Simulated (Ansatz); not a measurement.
A run of Ansatz 0.2.0 is set up as follows.

Contents of input.yaml:

```yaml
crystal:
  lattice:
    - [3.112861506, 0.0, 0.0]
    - [-1.556430753, 2.6958171426, 0.0]
    - [0.0, 0.0, 4.869841]
  atoms:
    - { symbol: Ta, position: [0.358142, 0.66415, 0.261114] }
    - { symbol: Ta, position: [0.674204, 0.314685, 0.740856] }
    - { symbol: "N", position: [0.006718, 0.018601, 0.000163] }
hamiltonian:
  xc: rpbe
  pseudopotentials: { kind: paw, source: jth }
kpoints:
  mp_grid: { grid: [8, 8, 4] }
scf:
  occupations: { method: gaussian, width: 0.1 }
output:
  forces: true
  stress: true
  write_density: true
  write_potential: true
  elf: true
  volumetric_format: npy
relax:
  f_tol: 0.01
  max_steps: 40
  cell: { stress_tol: 0.05 }
```

Potentials or basis: JTH PAW.

Run with:

```bash
$ ansatz run input.yaml --threads 2 --pin off --max-ram 5120MiB --backend cpu --events-out ev --progress --plain --runs-dir out
```

Question: Predict the relaxed cell.

Answer: a = 3.111 Å, b = 3.111 Å, c = 4.916 Å, α = 90.00°, β = 90.00°, γ = 120.00°.

Question: Estimate the band gap on the k mesh.

Answer: None (metal or under the smearing width).

Question: Predict the space group after relaxing (to 0.05 Å).

Answer: P-3m1 (No. 164).

Question: Estimate the relaxed volume.

Answer: 13.73 Å³/atom.

Final structure:
```
CELL_PARAMETERS angstrom
3.11084 -0.00001 0.00002
-1.55543 2.69409 -0.00003
0.00003 -0.00004 4.91579
ATOMIC_POSITIONS crystal
Ta 0.34636 0.66583 0.25643
Ta 0.67969 0.33246 0.74500
N 0.01302 0.99915 0.00071
```

 The run has no spin-orbit coupling, so splittings on Ta are missing.
